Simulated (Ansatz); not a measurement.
# Yb: projected DOS by orbital

```yaml
crystal:
  lattice:
    - [-2.05232, 2.05232, 2.05232]
    - [2.05232, -2.05232, 2.05232]
    - [2.05232, 2.05232, -2.05232]
  atoms:
    - { symbol: Yb, position: [0.00000, 0.00000, 0.00000] }
```

The structure comes from a relaxation in the same program, started in the bcc type, and has space group Im-3m. Whether it is a known phase or the ground state wasn't checked.

Semilocal functionals without a Hubbard term describe localised f shells poorly; where the shell is localised, the real material differs.

Spin–orbit coupling is left out, though it moves levels of the heavy atoms by tenths of an eV or more.

All numbers below come from DFT, PBE, all-electron LAPW, scalar-relativistic in Ansatz 0.2.0.

Settings: a Γ-centred 15×15×15 k mesh, Fermi–Dirac smearing of 0.05 eV, basis error target 0.5 meV/atom, no spin polarisation.

States per eV for one atom of each kind, in 0.4 eV bins named by their centres, from the Fermi level, projected on a minimal set of Löwdin-orthogonalised atomic shells; orbitals are real harmonics on the Cartesian axes, equal curves share a column, and empty bins are left out, as is all above 2.4 eV, near the top of the computed bands.

Yb 4f:

```
# E all fz3 fxz2=fyz2 fz(x2-y2) fxyz fx(x2-3y2)=fy(3x2-y2)
-1.5 0.02 0.00 0.00 0.00 0.00 0.00
-1.1 0.07 0.01 0.01 0.00 0.01 0.01
-0.7 0.48 0.07 0.07 0.06 0.08 0.07
-0.3 33.85 4.87 4.82 4.79 4.88 4.84
0.1 0.21 0.02 0.04 0.05 0.01 0.03
0.5 0.14 0.00 0.03 0.04 0.00 0.02
0.9 0.08 0.00 0.02 0.02 0.00 0.01
1.3 0.04 0.00 0.01 0.01 0.00 0.01
1.7 0.03 0.00 0.00 0.01 0.00 0.00
2.1 0.02 0.00 0.00 0.00 0.00 0.00
```

Yb 5d:

```
# E all dz2=dx2-y2 dxz=dyz=dxy
-4.7 0.01 0.00 0.00
-4.3 0.03 0.01 0.01
-3.9 0.05 0.01 0.01
-3.5 0.08 0.02 0.02
-3.1 0.11 0.02 0.02
-2.7 0.16 0.03 0.03
-2.3 0.23 0.05 0.05
-1.9 0.37 0.07 0.08
-1.5 0.56 0.11 0.11
-1.1 0.54 0.12 0.10
-0.7 0.69 0.23 0.08
-0.3 0.83 0.26 0.10
0.1 0.51 0.19 0.04
0.5 1.69 0.37 0.32
0.9 1.45 0.22 0.34
1.3 1.52 0.13 0.42
1.7 1.32 0.08 0.39
2.1 1.03 0.05 0.31
```

Yb 6s:

```
# E all
-5.1 0.03
-4.7 0.09
-4.3 0.11
-3.9 0.13
-3.5 0.14
-3.1 0.15
-2.7 0.16
-2.3 0.16
-1.9 0.17
-1.5 0.16
-1.1 0.12
-0.7 0.07
-0.3 0.04
0.1 0.01
0.5 0.02
0.9 0.10
1.3 0.07
1.7 0.06
2.1 0.05
```
